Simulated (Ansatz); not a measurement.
Input of an Ansatz 0.2.0 run:

Contents of input.yaml:

```yaml
crystal:
  lattice:
    - [3.8227, 0.0, 0.0]
    - [-1.91135, 3.310555311, 0.0]
    - [0.0, 0.0, 12.52]
  atoms:
    - { symbol: Zn, position: [0.6666666667, 0.3333333333, 0.75] }
    - { symbol: Zn, position: [0.3333333333, 0.6666666667, 0.25] }
    - { symbol: Zn, position: [0.0, 0.0, 0.5] }
    - { symbol: Zn, position: [0.0, 0.0, 0.0] }
    - { symbol: S, position: [0.6666666667, 0.3333333333, 0.9375] }
    - { symbol: S, position: [0.3333333333, 0.6666666667, 0.4375] }
    - { symbol: S, position: [0.0, 0.0, 0.6875] }
    - { symbol: S, position: [0.0, 0.0, 0.1875] }
hamiltonian:
  xc: lda
  pseudopotentials: { kind: paw }
kpoints:
  mp_grid: { grid: [8, 8, 3] }
  band_path:
    path:
      - [[0.0, 0.0, 0.0], [0.5, 0.0, 0.0], [0.3333333333, 0.3333333333, 0.0], [0.0, 0.0, 0.0], [0.0, 0.0, 0.5], [0.5, 0.0, 0.5], [0.3333333333, 0.3333333333, 0.5], [0.0, 0.0, 0.5]]
      - [[0.5, 0.0, 0.5], [0.5, 0.0, 0.0]]
      - [[0.3333333333, 0.3333333333, 0.0], [0.3333333333, 0.3333333333, 0.5]]
    npoints: 10
scf:
  occupations: { method: fermi_dirac, width: 0.05 }
  n_extra_bands: 20
output:
  forces: true
  stress: true
  eigenvalues: true
  fatbands: true
```

Potentials or basis: Ansatz PAW.

Run with:

```bash
$ ansatz run input.yaml --threads 4 --pin off --max-ram 11264MiB --backend cpu --events-out ev --progress --plain --runs-dir out
```

Task: What does it give for the band gap along the path?

Result: 1.87 eV, direct.

Task: Estimate the largest force.

Result: 0.039 eV/Å.

Task: Estimate the band gap on the k mesh.

Result: 1.87 eV, direct.

Task: Predict the pressure.

Result: -4.8 GPa.

Stress tensor (GPa, compression positive):
```
-4.74  0.00  0.00
 0.00 -4.74  0.00
 0.00  0.00 -4.87
```

Caveat: the PAW data sets come from PBE, with cores solved anew for the run's functional, which leaves a small shift of forces and pressure.

**Measured values to compare with.**

From a printed reference work, monograph, for a bulk crystal of ZnS at 4 K: band gap 3.911 eV (direct).

A measured gap of ZnS is 3.911 eV (direct; 4 K; a printed reference work, monograph); the calculated 1.87 eV misses it by -2.04 eV. So large a miss can be the level of theory's own, or it may mean another phase, state or a wrong row. The value is that of LDA, without temperature or zero-point motion. Semilocal functionals fall short of measured gaps as a rule.
